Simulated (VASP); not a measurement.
# HC18N: single point with PBEsol

HC18N, a slab with vacuum:

```
CELL_PARAMETERS angstrom
7.39800 0.00000 0.00000
-3.69900 6.40686 0.00000
0.00000 0.00000 12.00000
ATOMIC_POSITIONS crystal
C 0.01364 0.01902 0.08044
C 0.23626 0.13426 0.10627
C 0.01788 0.35558 0.07554
C 0.24192 0.46734 0.07756
C 0.01650 0.68802 0.07372
C 0.23719 0.79469 0.09319
C 0.36039 0.02428 0.10096
C 0.58045 0.13837 0.07490
C 0.35437 0.35955 0.08217
C 0.57205 0.46708 0.07538
C 0.35190 0.68620 0.08026
C 0.57347 0.79971 0.07478
C 0.68630 0.02375 0.07217
C 0.90649 0.13331 0.07451
C 0.68571 0.35517 0.07291
C 0.90805 0.46641 0.07179
C 0.68290 0.68918 0.07101
C 0.90609 0.80102 0.07256
N 0.29719 0.06962 0.21037
H 0.20022 0.82743 0.20006
```

The cell was built by a generator and needn't be a form met in nature.

```
Program             : VASP 6.6.1
Task                : single point
Functional          : PBEsol
Potentials or basis : VASP PAW PBE potentials, release 64 (C, N, H)
Cutoff              : 520 eV
k mesh              : 2 × 2 × 1
Occupations         : fermi-dirac, width 0.02 eV
Spin                : no spin polarisation
```

| Quantity | Value |
| --- | --- |
| Largest force | 1.433 eV/Å |
| Band gap on the k mesh | 0.40 eV, direct |

Forces in eV/Å, atoms in the order of the input:
```
C   -0.011 -0.054 -0.045
C   -0.039 -0.159  0.047
C    0.021 -0.006 -0.005
C   -0.018 -0.057  0.062
C    0.112  0.017  0.077
C    0.074 -0.042 -0.592
C    0.166 -0.071 -0.310
C    0.041  0.004 -0.048
C    0.041 -0.090  0.185
C   -0.015 -0.054  0.044
C   -0.024 -0.007 -0.058
C    0.016  0.008 -0.009
C    0.035 -0.028 -0.031
C    0.021 -0.030 -0.028
C    0.021 -0.003  0.025
C    0.045 -0.015  0.029
C    0.004 -0.006  0.004
C   -0.012  0.003  0.003
N    0.169 -0.626  0.255
H   -0.646  1.217  0.394
```

Levels at points of the mesh, in eV from the valence-band top:
```
           k point  band 37  band 38  band 39  band 40  band 41  band 42
(0.00, 0.00, 0.00)    -1.54    -0.43     0.00     0.40     1.50     2.92
(0.50, 0.00, 0.00)    -2.08    -1.22    -0.84     1.14     2.33     2.59
(0.00, 0.50, 0.00)    -2.12    -1.18    -0.77     1.32     2.16     2.47
(0.50, 0.50, 0.00)    -2.19    -1.08    -0.43     0.73     2.26     2.74
```

It took 3.2 min on 1 thread of Intel(R) Xeon(R) 6975P-C (Granite Rapids), on a shared host, peak memory 0.64 GiB.

Caveat: the k mesh is coarse (spacing up to 0.49 Å⁻¹), so the values aren't converged; the PAW data sets were made with another functional, which shifts forces and pressure a little. PBEsol gaps usually lie below the measured ones, often by a third to a half.
